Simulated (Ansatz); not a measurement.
# CO2: field gradients as cell or settings change, part 2 of 3

Aim: follow the field gradients at the nuclei of CO2 through further changes. The cell is a structure deposited in the COD. Its positions were relaxed in an earlier run. Planned: a check of ecutrho_ratio; a check of ecutwfc; equal xy, yz and zx shear strains of +1 %; a check of ecutrho_ratio with symmetry.

Ansatz 0.2.0; DFT, PBE, plane-wave PAW, default files, scalar-relativistic, as far as a step names no other. Earlier steps stand in the parts before.

### Step 3. Settings changed: basis.ecutwfc = 400 eV

input.yaml

```yaml
crystal:
  lattice:
    - [5.62, 0.0, 0.0]
    - [0.0, 5.62, 0.0]
    - [0.0, 0.0, 5.62]
  atoms:
    - { symbol: C, position: [0.0, 0.0, 0.0] }
    - { symbol: C, position: [0.5, 0.0, 0.5] }
    - { symbol: C, position: [0.5, 0.5, 0.0] }
    - { symbol: C, position: [0.0, 0.5, 0.5] }
    - { symbol: O, position: [0.1200165072, 0.1200165072, 0.1200165072] }
    - { symbol: O, position: [0.3799834928, 0.8799834928, 0.6200165072] }
    - { symbol: O, position: [0.6200165072, 0.3799834928, 0.8799834928] }
    - { symbol: O, position: [0.8799834928, 0.6200165072, 0.3799834928] }
    - { symbol: O, position: [0.8799834928, 0.8799834928, 0.8799834928] }
    - { symbol: O, position: [0.6200165072, 0.1200165072, 0.3799834928] }
    - { symbol: O, position: [0.3799834928, 0.6200165072, 0.1200165072] }
    - { symbol: O, position: [0.1200165072, 0.3799834928, 0.6200165072] }
kpoints:
  mp_grid: { grid: [4, 4, 4] }
scf:
  occupations: { method: fermi_dirac, width: 0.02 }
hamiltonian:
  xc: pbe
  pseudopotentials: { kind: paw }
output:
  forces: true
  stress: true
  populations: true
  efg: { quadrupole_moments_barn: { O: -0.02558 }, contact_densities: true }
basis:
  ecutwfc: "400 eV"
```

Command:

```
ansatz run input.yaml --threads 1 --pin off --max-ram 2560MiB --backend cpu --events-out ev --progress --plain --runs-dir out
```

The program printed:

```text
Warning: basis.ecutwfc = 400 eV is below the records' recommended 420 eV, and the density's cutoff is lower with it unless basis.ecutrho_ratio is high enough to keep the records' density cutoff: compare with a run at a higher cutoff
Warning: RAYON_NUM_THREADS=1 ignored (pool sized by the plan → 1); use --threads N
Engine: ansatz 0.2.0, x86_64-unknown-linux-gnu
Pseudopotentials: kind: paw
Pseudopotential: C, paw, valence charge 4, recommended cutoff 420 eV (normal), C.paw.azcp
Pseudopotential: O, paw, valence charge 6, recommended cutoff 420 eV (normal), O.paw.azcp
Functional definition: PBE
  parameter kappa = 0.804
  parameter beta = 0.06672455060314922
  exchange = pbe_x(kappa = kappa, mu = beta*pi^2/3)
  correlation = pbe_c(beta = beta)
Crystal: 12 atoms, lattice volume = 177.504 Å³
Basis set: ecut = 400 eV, 3191 PW (Γ), exchange–correlation on 80×80×80 points (8 copies of the dense FFT grid, shifted against one another)
Bands: 44, of which v1, the nominal top of the filled ones, is band 32 counted from 1 (31 counted from 0)
Symmetry: 24 space group operations
Space group: Pa-3 (ITA 205), of the structure as read, at distance tolerance 5.6e-5 Å
k-points: 11 of 64
Non-local potential: C, projectors of the file, l = 0: 2, l = 1: 2, l = 2: 1
Non-local potential: O, projectors of the file, l = 0: 2, l = 1: 2, l = 2: 1
PAW form: soft (Blöchl's): semilocal exchange-correlation on the pseudo side does not see the compensation charge
PAW one-centre angular grid: C, 110 points (default); XC on 64 Gauss nodes
PAW one-centre angular grid: O, 110 points (default); XC on 64 Gauss nodes
Initial density: superposition of atomic densities (neutral atoms: chi_scale 0, normalization atom), corrected by the library's trained network
Initial wavefunctions: pseudopotential atomic-orbital guess
Functional: x = pbe(κ = 0.804, μ = 0.2195149727645171), c = pbe(β = 0.06672455060314922)
SCF iter   1: F=—  HF=-5539.501016 eV  |F-HF|=—  |Δ(HF+E_count)|=         —  Δρ=5.77e-3  dr2=3.42e-2  ethr=1.77e-3  ⟨swp⟩=7.1  Hψ=2112  notcnv=0  defer=4
preconditioner: auto → Resta (q_TF=auto, 2.302 Å⁻¹)  ε∞=3.0  [insulator: Δε(μ)=6.749 eV  Ē_g=15.951 eV  σ=0.020 eV  W_gap=1.00  n_scr=32 (ndim 8)  ℏωp=22.3 eV  f_vac=0.174  D(μ)=0.00/eV (n_scr^D=0)  ε∞_Penn≈3.0]
SCF iter   2: F=—  HF=-5539.501427 eV  |F-HF|=—  |Δ(HF+E_count)|=   4.11e-4  Δρ=2.20e-3  dr2=3.29e-3  ethr=5.35e-5  ⟨swp⟩=2.0  Hψ=956  notcnv=0  defer=60
SCF iter   3: F=—  HF=-5539.502758 eV  |F-HF|=—  |Δ(HF+E_count)|=   1.33e-3  Δρ=1.12e-3  dr2=7.59e-4  ethr=5.14e-6  ⟨swp⟩=2.7  Hψ=835  notcnv=0  defer=60
SCF iter   4: F=—  HF=-5539.503943 eV  |F-HF|=—  |Δ(HF+E_count)|=   1.18e-3  Δρ=2.03e-4  dr2=5.38e-5  ethr=1.19e-6  ⟨swp⟩=2.4  Hψ=696  notcnv=0  defer=60
SCF iter   5: F=—  HF=-5539.503998 eV  |F-HF|=—  |Δ(HF+E_count)|=   5.53e-5  Δρ=3.27e-5  dr2=2.61e-6  ethr=8.40e-8  ⟨swp⟩=2.9  Hψ=850  notcnv=0  defer=60
SCF iter   6: F=—  HF=-5539.504002 eV  |F-HF|=—  |Δ(HF+E_count)|=   3.31e-6  Δρ=1.01e-5  dr2=1.35e-7  ethr=4.08e-9  ⟨swp⟩=2.1  Hψ=591  notcnv=0  defer=60
SCF iter   7: F=-5539.504002 eV  HF=-5539.504002 eV  |F-HF|=5.54e-9  |Δ(HF+E_count)|=   2.24e-7  Δρ=1.29e-6  dr2=2.30e-9  ethr=1.56e-10  ⟨swp⟩=9.4  Hψ=2051  notcnv=0
SCF 1 converged in 7 iterations: F = -5539.504002 eV  dr2 = 2.30e-9
SCF converged after 7 iterations
Free energy (F): -5539.504002 eV
Harris-Foulkes:  -5539.504002 eV  (|F-HF|=5.54e-9)
Internal energy: -5539.504002 eV  (E = F + TS)
E sigma→0 (E₀):  -5539.504002 eV
Fermi energy:    1.267035 eV
--- Per-component energies (eV) ---
  E_band       = -595.934480
  E_kinetic    = 1742.826547
  E_local      = -4802.133290  (includes V_loc(G=0)·N_el)
  E_nonlocal   = 498.743071
  E_hartree    = 1624.033580
  E_xc         = -766.377142
  E_vxc        = -968.576357  (∫ρ·V_xc dr)
  E_paw        = -1663.208286  (= ΣΔE_a)
  E_vpaw       = -314.880243  (= ΣTr[D̂ρ^β])
  E_aug_tail   = 0.019555  (compensation charges beyond the density's cutoff)
  E_ewald      = -2173.408036
  E_smearing   = -0.000000  (= −TS)
  E_closure    = -0.000000  (closes the sum)
  Σ components = -5539.504002   (vs F -5539.504002, Δ=0.00e0)
--- Forces (eV/Å), atoms counted from 1 ---
  atom   1  C      0.00000000    -0.00000000     0.00000000
  atom   2  C      0.00000000    -0.00000000    -0.00000000
  atom   3  C      0.00000000    -0.00000000    -0.00000000
  atom   4  C      0.00000000    -0.00000000     0.00000000
  atom   5  O      0.01307835     0.01307835     0.01307835
  atom   6  O     -0.01307835    -0.01307835     0.01307835
  atom   7  O      0.01307835    -0.01307835    -0.01307835
  atom   8  O     -0.01307835     0.01307835    -0.01307835
  atom   9  O     -0.01307835    -0.01307835    -0.01307835
  atom  10  O      0.01307835     0.01307835    -0.01307835
  atom  11  O     -0.01307835     0.01307835     0.01307835
  atom  12  O      0.01307835    -0.01307835     0.01307835
  max |Σ_I F_I| component: 3.47e-18 eV/Å
--- Stress (GPa, compression-positive) ---
        1.386484       0.000000       0.000000
        0.000000       1.386484       0.000000
        0.000000       0.000000       1.386484
  P = ⅓ Tr σ = 1.3865 GPa (13.865 kbar)
--- PAW observables at the nuclei: V_zz in 10²¹ V/m², potentials from the cell's mean, atoms counted from 1 ---
  atom   1  C  V_zz =    -2.894222   η = 0.0000   by run symmetry: allowed
            electrostatic potential = -404.514344 V   contact ρ = 869.151045 e/Å³
  atom   2  C  V_zz =    -2.894222   η = 0.0000   by run symmetry: allowed
            electrostatic potential = -404.514344 V   contact ρ = 869.151045 e/Å³
  atom   3  C  V_zz =    -2.894222   η = 0.0000   by run symmetry: allowed
            electrostatic potential = -404.514344 V   contact ρ = 869.151045 e/Å³
  atom   4  C  V_zz =    -2.894222   η = 0.0000   by run symmetry: allowed
            electrostatic potential = -404.514344 V   contact ρ = 869.151045 e/Å³
  atom   5  O  V_zz =    +7.167451   η = 0.0000   by run symmetry: allowed   C_q = -4.4332 MHz
            electrostatic potential = -613.706737 V   contact ρ = 2159.348369 e/Å³
  atom   6  O  V_zz =    +7.167451   η = 0.0000   by run symmetry: allowed   C_q = -4.4332 MHz
            electrostatic potential = -613.706737 V   contact ρ = 2159.348369 e/Å³
  atom   7  O  V_zz =    +7.167451   η = 0.0000   by run symmetry: allowed   C_q = -4.4332 MHz
            electrostatic potential = -613.706737 V   contact ρ = 2159.348369 e/Å³
  atom   8  O  V_zz =    +7.167451   η = 0.0000   by run symmetry: allowed   C_q = -4.4332 MHz
            electrostatic potential = -613.706737 V   contact ρ = 2159.348369 e/Å³
  atom   9  O  V_zz =    +7.167451   η = 0.0000   by run symmetry: allowed   C_q = -4.4332 MHz
            electrostatic potential = -613.706737 V   contact ρ = 2159.348369 e/Å³
  atom  10  O  V_zz =    +7.167451   η = 0.0000   by run symmetry: allowed   C_q = -4.4332 MHz
            electrostatic potential = -613.706737 V   contact ρ = 2159.348369 e/Å³
  atom  11  O  V_zz =    +7.167451   η = 0.0000   by run symmetry: allowed   C_q = -4.4332 MHz
            electrostatic potential = -613.706737 V   contact ρ = 2159.348369 e/Å³
  atom  12  O  V_zz =    +7.167451   η = 0.0000   by run symmetry: allowed   C_q = -4.4332 MHz
            electrostatic potential = -613.706737 V   contact ρ = 2159.348369 e/Å³
--- Band table (eV; the first three rows and the last of 11) ---
  k-point 0: bands = ["-22.6382", "-22.4293", "-22.4293", "-22.4293", "-21.5187", "-21.5187", "-21.5187", "-21.4648", "-7.4009", "-7.4009", "-7.4009", "-7.2185", "-6.8064", "-6.8064", "-6.8064", "-6.0744", "-6.0744", "-6.0123", "-5.9231", "-5.9231", "-5.9231", "-5.4756", "-5.4756", "-5.4756", "-2.8777", "-2.8777", "-2.8777", "-2.3353", "-2.3353", "-2.3353", "-2.1433", "-2.1433", "4.6454", "5.8808", "5.8808", "5.8808", "6.1384", "6.1384", "6.7124", "6.7124", "6.7124", "8.7275", "8.7275", "8.7275"]
  k-point 1: bands = ["-22.6095", "-22.4620", "-22.4291", "-22.4291", "-21.5171", "-21.5170", "-21.5109", "-21.4728", "-7.4527", "-7.4478", "-7.4366", "-7.3311", "-6.6628", "-6.6520", "-6.6143", "-6.1404", "-6.0663", "-6.0044", "-5.9680", "-5.9600", "-5.8668", "-5.6295", "-5.5580", "-5.5358", "-2.7786", "-2.7736", "-2.7645", "-2.3708", "-2.3686", "-2.2951", "-2.2424", "-2.1608", "5.0458", "5.8240", "5.9635", "5.9955", "5.9957", "6.1788", "6.5751", "6.6189", "6.6374", "7.7300", "9.0002", "9.0102"]
  k-point 2: bands = ["-22.5376", "-22.5376", "-22.4290", "-22.4290", "-21.5155", "-21.5155", "-21.4920", "-21.4920", "-7.4772", "-7.4772", "-7.4517", "-7.4517", "-6.4377", "-6.4377", "-6.3813", "-6.3813", "-6.0437", "-6.0437", "-6.0069", "-6.0069", "-5.7528", "-5.7528", "-5.6744", "-5.6744", "-2.6413", "-2.6413", "-2.4971", "-2.4971", "-2.4377", "-2.4377", "-2.2162", "-2.2162", "5.8196", "5.8196", "6.0226", "6.0226", "6.2664", "6.2664", "6.3284", "6.3284", "6.5134", "6.5134", "9.3586", "9.3586"]
  k-point 10: bands = ["-22.4810", "-22.4810", "-22.4810", "-22.4810", "-21.5066", "-21.5066", "-21.5066", "-21.5066", "-7.3523", "-7.3523", "-7.3523", "-7.3523", "-6.8478", "-6.8478", "-6.8478", "-6.8478", "-5.7076", "-5.7076", "-5.7076", "-5.7076", "-5.6636", "-5.6636", "-5.6636", "-5.6636", "-2.4657", "-2.4657", "-2.4657", "-2.4657", "-2.4537", "-2.4537", "-2.4537", "-2.4537", "5.8188", "5.8188", "5.8188", "5.8188", "6.7108", "6.7108", "6.7108", "6.7108", "7.5426", "7.5426", "7.5426", "7.5426"]
--- Löwdin populations: 12 sites ---
  site symbol       q [e]
     0      C      3.2218
     1      C      3.2218
     2      C      3.2218
     3      C      3.2218
     4      O      6.2748
     5      O      6.2748
     6      O      6.2748
     7      O      6.2748
     8      O      6.2748
     9      O      6.2748
    10      O      6.2748
    11      O      6.2748
  spilling = 0.014295 (of n_electrons = 64.000000)
```

Run time: 3.1 s. Hardware: 1 thread of an x86-64 CPU, shared host; peak memory 0.47 GiB.

State: gap on the mesh 6.79 eV, largest force 0.023 eV/Å, pressure 1.4 GPa.

What changed since step 1 (V_zz in 10²¹ V/m²):

```csv
site,atoms,"V_zz, PBE relaxed","V_zz, ecutwfc 400 eV","η, PBE relaxed","η, ecutwfc 400 eV"
C,"1, 2, 3, …",-2.93,-2.89,0.00,0.00
O,"5, 6, 7, …",7.17,7.17,0.00,0.00
```

The sizes of the gradients above 0.15 moved by 1.1 % at C (-2.925 to -2.894). The free energy moved by +7.3 meV/atom.

### Step 4. Equal xy, yz and zx shear strains of +1 %

Changes to input.yaml since step 3:

```diff
@@ -2,5 +2,5 @@
   lattice:
-    - [5.62, 0.0, 0.0]
-    - [0.0, 5.62, 0.0]
-    - [0.0, 0.0, 5.62]
+    - [5.62, 0.0281, 0.0281]
+    - [0.0281, 5.62, 0.0281]
+    - [0.0281, 0.0281, 5.62]
   atoms:
@@ -30,3 +30 @@
   efg: { quadrupole_moments_barn: { O: -0.02558 }, contact_densities: true }
-basis:
-  ecutwfc: "400 eV"
```

Command:

```
ansatz run input.yaml --threads 1 --pin off --max-ram 2560MiB --backend cpu --events-out ev --progress --plain --runs-dir out
```

The program printed:

```text
Warning: RAYON_NUM_THREADS=1 ignored (pool sized by the plan → 1); use --threads N
[... 9 set-up lines as earlier in the session ...]
Crystal: 12 atoms, lattice volume = 177.491 Å³
Basis set: ecut = 420 eV, 3437 PW (Γ), exchange–correlation on 80×80×80 points (8 copies of the dense FFT grid, shifted against one another)
Bands: 44, of which v1, the nominal top of the filled ones, is band 32 counted from 1 (31 counted from 0)
Symmetry: 6 space group operations
Space group: R-3 (ITA 148), of the structure as read, at distance tolerance 5.6e-5 Å
k-points: 14 of 64
[... 8 set-up lines as earlier in the session ...]
SCF iter   1: F=—  HF=-5539.569094 eV  |F-HF|=—  |Δ(HF+E_count)|=         —  Δρ=5.61e-3  dr2=3.31e-2  ethr=1.77e-3  ⟨swp⟩=7.2  Hψ=2725  notcnv=0  defer=4
preconditioner: auto → Resta (q_TF=auto, 2.302 Å⁻¹)  ε∞=3.0  [insulator: Δε(μ)=6.749 eV  Ē_g=15.950 eV  σ=0.020 eV  W_gap=1.00  n_scr=32 (ndim 8)  ℏωp=22.3 eV  f_vac=0.174  D(μ)=0.00/eV (n_scr^D=0)  ε∞_Penn≈3.0]
SCF iter   2: F=—  HF=-5539.569412 eV  |F-HF|=—  |Δ(HF+E_count)|=   3.18e-4  Δρ=2.20e-3  dr2=3.12e-3  ethr=5.17e-5  ⟨swp⟩=2.1  Hψ=1221  notcnv=0  defer=74
SCF iter   3: F=—  HF=-5539.570657 eV  |F-HF|=—  |Δ(HF+E_count)|=   1.25e-3  Δρ=1.10e-3  dr2=7.59e-4  ethr=4.87e-6  ⟨swp⟩=2.9  Hψ=1056  notcnv=0  defer=74
SCF iter   4: F=—  HF=-5539.571699 eV  |F-HF|=—  |Δ(HF+E_count)|=   1.04e-3  Δρ=2.57e-4  dr2=7.22e-5  ethr=1.19e-6  ⟨swp⟩=2.6  Hψ=841  notcnv=0  defer=74
SCF iter   5: F=—  HF=-5539.571774 eV  |F-HF|=—  |Δ(HF+E_count)|=   7.53e-5  Δρ=9.60e-5  dr2=1.45e-5  ethr=1.13e-7  ⟨swp⟩=2.0  Hψ=921  notcnv=0  defer=74
SCF iter   6: F=—  HF=-5539.571776 eV  |F-HF|=—  |Δ(HF+E_count)|=   1.29e-6  Δρ=2.51e-5  dr2=9.20e-7  ethr=2.27e-8  ⟨swp⟩=2.0  Hψ=932  notcnv=0  defer=74
SCF iter   7: F=-5539.571777 eV  HF=-5539.571777 eV  |F-HF|=1.47e-7  |Δ(HF+E_count)|=   8.72e-7  Δρ=6.15e-6  dr2=4.81e-8  ethr=1.56e-10  ⟨swp⟩=9.3  Hψ=2984  notcnv=0
SCF 1 converged in 7 iterations: F = -5539.571777 eV  dr2 = 4.81e-8
SCF converged after 7 iterations
Free energy (F): -5539.571777 eV
Harris-Foulkes:  -5539.571777 eV  (|F-HF|=1.47e-7)
Internal energy: -5539.571777 eV  (E = F + TS)
E sigma→0 (E₀):  -5539.571777 eV
Fermi energy:    1.268434 eV
--- Per-component energies (eV) ---
  E_band       = -595.828325
  E_kinetic    = 1741.485576
  E_local      = -4802.387020  (includes V_loc(G=0)·N_el)
  E_nonlocal   = 500.049950
  E_hartree    = 1624.185271
  E_xc         = -766.009317
  E_vxc        = -968.100991  (∫ρ·V_xc dr)
  E_paw        = -1663.588237  (= ΣΔE_a)
  E_vpaw       = -315.267669  (= ΣTr[D̂ρ^β])
  E_aug_tail   = 0.019652  (compensation charges beyond the density's cutoff)
  E_ewald      = -2173.327652
  E_smearing   = -0.000000  (= −TS)
  E_closure    = 0.000000  (closes the sum)
  Σ components = -5539.571777   (vs F -5539.571777, Δ=0.00e0)
--- Forces (eV/Å), atoms counted from 1 ---
  atom   1  C      0.00000000    -0.00000000     0.00000000
  atom   2  C      0.00000000     0.00000000     0.00000000
  atom   3  C     -0.00000000    -0.00000000    -0.00000000
  atom   4  C      0.00000000     0.00000000     0.00000000
  atom   5  O     -0.65594876    -0.65594876    -0.65594876
  atom   6  O     -0.24081514    -0.25154814     0.24087001
  atom   7  O      0.24087001    -0.24081514    -0.25154814
  atom   8  O     -0.25154814     0.24087001    -0.24081514
  atom   9  O      0.65594876     0.65594876     0.65594876
  atom  10  O      0.24081514     0.25154814    -0.24087001
  atom  11  O     -0.24087001     0.24081514     0.25154814
  atom  12  O      0.25154814    -0.24087001     0.24081514
  max |Σ_I F_I| component: 1.67e-16 eV/Å
--- Stress (GPa, compression-positive) ---
        1.419301      -1.154732      -1.154732
       -1.154732       1.419301      -1.154732
       -1.154732      -1.154732       1.419301
  P = ⅓ Tr σ = 1.4193 GPa (14.193 kbar)
--- PAW observables at the nuclei: V_zz in 10²¹ V/m², potentials from the cell's mean, atoms counted from 1 ---
  atom   1  C  V_zz =    -2.878087   η = 0.0000   by run symmetry: allowed
            electrostatic potential = -404.358808 V   contact ρ = 869.014750 e/Å³
  atom   2  C  V_zz =    -2.942001   η = 0.0010   by run symmetry: allowed
            electrostatic potential = -404.587026 V   contact ρ = 869.196195 e/Å³
  atom   3  C  V_zz =    -2.942001   η = 0.0010   by run symmetry: allowed
            electrostatic potential = -404.587026 V   contact ρ = 869.196195 e/Å³
  atom   4  C  V_zz =    -2.942001   η = 0.0010   by run symmetry: allowed
            electrostatic potential = -404.587026 V   contact ρ = 869.196195 e/Å³
  atom   5  O  V_zz =    +7.719265   η = 0.0000   by run symmetry: allowed   C_q = -4.7745 MHz
            electrostatic potential = -613.687238 V   contact ρ = 2159.552901 e/Å³
  atom   6  O  V_zz =    +6.991938   η = 0.0019   by run symmetry: allowed   C_q = -4.3247 MHz
            electrostatic potential = -613.764904 V   contact ρ = 2159.270078 e/Å³
  atom   7  O  V_zz =    +6.991938   η = 0.0019   by run symmetry: allowed   C_q = -4.3247 MHz
            electrostatic potential = -613.764904 V   contact ρ = 2159.270078 e/Å³
  atom   8  O  V_zz =    +6.991938   η = 0.0019   by run symmetry: allowed   C_q = -4.3247 MHz
            electrostatic potential = -613.764904 V   contact ρ = 2159.270078 e/Å³
  atom   9  O  V_zz =    +7.719265   η = 0.0000   by run symmetry: allowed   C_q = -4.7745 MHz
            electrostatic potential = -613.687238 V   contact ρ = 2159.552901 e/Å³
  atom  10  O  V_zz =    +6.991938   η = 0.0019   by run symmetry: allowed   C_q = -4.3247 MHz
            electrostatic potential = -613.764904 V   contact ρ = 2159.270078 e/Å³
  atom  11  O  V_zz =    +6.991938   η = 0.0019   by run symmetry: allowed   C_q = -4.3247 MHz
            electrostatic potential = -613.764904 V   contact ρ = 2159.270078 e/Å³
  atom  12  O  V_zz =    +6.991938   η = 0.0019   by run symmetry: allowed   C_q = -4.3247 MHz
            electrostatic potential = -613.764904 V   contact ρ = 2159.270078 e/Å³
--- Band table (eV; the first three rows and the last of 14) ---
  k-point 0: bands = ["-22.6557", "-22.4750", "-22.4750", "-22.3063", "-21.5645", "-21.5645", "-21.5268", "-21.3515", "-7.4432", "-7.3789", "-7.3789", "-7.2145", "-6.8239", "-6.7982", "-6.7982", "-6.0877", "-6.0877", "-6.0148", "-5.9489", "-5.8987", "-5.8987", "-5.5225", "-5.4442", "-5.4442", "-2.8860", "-2.8731", "-2.8731", "-2.3476", "-2.3289", "-2.3289", "-2.1423", "-2.1423", "4.6473", "5.8096", "5.8096", "5.9579", "6.1569", "6.1569", "6.6933", "6.6933", "6.7902", "8.6371", "8.7722", "8.7722"]
  k-point 1: bands = ["-22.6298", "-22.4975", "-22.4749", "-22.3136", "-21.5626", "-21.5589", "-21.5307", "-21.3521", "-7.4866", "-7.4306", "-7.4198", "-7.3266", "-6.6710", "-6.6460", "-6.6131", "-6.1461", "-6.0832", "-6.0111", "-5.9745", "-5.9467", "-5.8565", "-5.6378", "-5.5536", "-5.5097", "-2.7810", "-2.7716", "-2.7622", "-2.3759", "-2.3633", "-2.2939", "-2.2408", "-2.1601", "5.0472", "5.7780", "5.8903", "6.0056", "6.0484", "6.1995", "6.5774", "6.6034", "6.6930", "7.7289", "8.9613", "9.0513"]
  k-point 2: bands = ["-22.5816", "-22.5430", "-22.4747", "-22.3201", "-21.5607", "-21.5501", "-21.5376", "-21.3527", "-7.5149", "-7.4565", "-7.4440", "-7.4376", "-6.4479", "-6.4317", "-6.3959", "-6.3636", "-6.0721", "-6.0492", "-6.0422", "-5.9493", "-5.7844", "-5.7213", "-5.7062", "-5.6196", "-2.6431", "-2.6384", "-2.5020", "-2.4921", "-2.4422", "-2.4275", "-2.2226", "-2.2095", "5.7417", "5.8745", "5.9454", "6.0532", "6.2404", "6.2757", "6.3297", "6.3930", "6.4823", "6.5753", "9.3034", "9.4140"]
  k-point 13: bands = ["-22.5316", "-22.5233", "-22.5233", "-22.3319", "-21.5526", "-21.5526", "-21.5521", "-21.3563", "-7.4025", "-7.3378", "-7.3378", "-7.3245", "-6.8687", "-6.8535", "-6.8358", "-6.8358", "-5.7296", "-5.7296", "-5.7294", "-5.7239", "-5.6979", "-5.6979", "-5.5858", "-5.5858", "-2.4814", "-2.4814", "-2.4720", "-2.4564", "-2.4564", "-2.4508", "-2.4364", "-2.4364", "5.7312", "5.7312", "5.8861", "5.8861", "6.6700", "6.6700", "6.7575", "6.7802", "7.4280", "7.5425", "7.6022", "7.6022"]
--- Löwdin populations: 12 sites ---
  site symbol       q [e]
     0      C      3.2282
     1      C      3.2205
     2      C      3.2205
     3      C      3.2205
     4      O      6.2747
     5      O      6.2744
     6      O      6.2744
     7      O      6.2744
     8      O      6.2747
     9      O      6.2744
    10      O      6.2744
    11      O      6.2744
  spilling = 0.014291 (of n_electrons = 64.000000)
```

It took 4.2 s on 1 thread of an x86-64 CPU, shared host; peak memory 0.49 GiB.

The run ends with gap on the mesh 6.79 eV, largest force 1.136 eV/Å, pressure 1.4 GPa.

Beside the values of step 1 (V_zz in 10²¹ V/m²):

```csv
site,atoms,"V_zz, PBE relaxed","V_zz, changed cell","η, PBE relaxed","η, changed cell"
C,1,-2.93,-2.88,0.00,0.00
C,"2, 3, 4",-2.93,-2.94,0.00,0.00
O,"5, 9",7.17,7.72,0.00,0.00
O,"6, 7, 8, …",7.17,6.99,0.00,0.00
```

The sizes of the gradients above 0.15 moved by 2.1 % in the median, 8 % at the site that moves most (small gradients counted from 0.15; O, 7.17 to 7.72).

Fractional positions are held here; bonds stretch or shrink with the cell.

[end of part 2 of 3]
